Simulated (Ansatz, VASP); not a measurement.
Ca: VASP beside Ansatz

File INCAR:

```
SYSTEM = Ca
PREC = Accurate
ENCUT = 520
EDIFF = 1E-6
ISMEAR = 0
SIGMA = 0.1
LREAL = .False.
LASPH = .True.
NELM = 100
ALGO = Normal
ISIF = 2
LWAVE = .False.
LCHARG = .True.
GGA = PE
LELF = .True.
LVHAR = .True.
NBANDS = 17
```

KPOINTS

```
regular mesh
0
Gamma
  12 12 8
  0 0 0
```

Contents of POSCAR:

```
Ca
1.0
    3.9060863211      0.0000000000      0.0000000000
   -1.9530431605      3.3827699834      0.0000000000
    0.0000000000      0.0000000000      5.8028553791
Ca
2
Direct
    0.3333333333      0.6666666667      0.2500000000
    0.6666666667      0.3333333333      0.7500000000
```

Input for Ansatz:

```yaml
crystal:
  lattice:
    - [3.9060863211, 0.0, 0.0]
    - [-1.9530431605, 3.3827699834, 0.0]
    - [0.0, 0.0, 5.8028553791]
  atoms:
    - { symbol: Ca, position: [0.3333333333, 0.6666666667, 0.25] }
    - { symbol: Ca, position: [0.6666666667, 0.3333333333, 0.75] }
basis:
  ecutwfc: 420
kpoints:
  mp_grid: { grid: [12, 12, 8] }
hamiltonian:
  xc: pbe
scf:
  occupations: { method: gaussian, width: 0.1 }
output:
  forces: true
  stress: true
  eigenvalues: true
```

Alike in both runs: task single point; functional PBE; k mesh 12 × 12 × 8; occupations gaussian, width 0.1 eV; no spin polarisation.

|  | VASP | Ansatz |
| --- | --- | --- |
| version | VASP 6.6.1 | Ansatz 0.2.0 |
| potentials or method | VASP PAW PBE potentials, release 64 (Ca_sv) | scalar-relativistic, plane waves, PAW |
| plane-wave cutoff (eV) | 520 | 420 |
| valence electrons in the cell | 20 | 20 |

|  | VASP | Ansatz | Ansatz less VASP |
| --- | --- | --- | --- |
| gap on the k mesh at the Fermi level (eV) | none | none | - |
| pressure (GPa) | 2.2 | 2.2 | -0.02 |
| largest component of the traceless stress (GPa) | 2.09 | 2.09 | -0.004 |

A gap of «none» marks a metal or a gap that the smearing closes.
